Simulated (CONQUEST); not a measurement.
## ScAl3 under changes of volume

One of the cells (17.077 Å³/atom); the others are scaled copies at fixed shape and fractional positions:

```
Sc Al
1.0
     4.08781    0.00000    0.00000
     0.00000    4.08781    0.00000
     0.00000    0.00000    4.08781
Sc Al
1 3
Direct
  0.00000 0.00000 0.00000
  0.00000 0.50000 0.50000
  0.50000 0.50000 0.00000
  0.50000 0.00000 0.50000
```

The cell is a database's computed one.

* Program: CONQUEST 1.3
* Functional: LDA
* Potentials or basis: PseudoDojo NC LDA, DZP, grid of 48 × 48 × 48 points
* k mesh: 5 × 5 × 5
* Occupations: fermi-dirac, width 0.05 eV
* Spin: no spin polarisation

```csv
volume (Å³/atom),energy over the lowest point (meV/atom),pressure (GPa)
16.052,3.71,2.8
16.394,0.00,0.8
16.735,?,?
17.077,5.01,-2.5
17.419,12.01,-4.0
17.760,22.18,-5.4
18.102,35.38,-6.7
```

**Question.** What does the run at 16.735 Å³/atom give?

**Answer.** Energy over the lowest point 0.72 meV/atom; pressure -1.4 GPa.

Worked out: A Birch-Murnaghan fit of order 3 (a polynomial in V^(-2/3)) to the other rows has its minimum at 16.52 Å³/atom with B0 = V·E''(V) = 86 GPa and B' = 3.7. It gives 0.68 meV/atom at 16.735 Å³/atom, against the run's 0.72, and -dE/dV = -1.1 GPa, against -1.4.

Energies are extrapolated to zero smearing.

Caveats: the basis of atomic orbitals isn't converged, which shifts pressures, moduli and gaps.
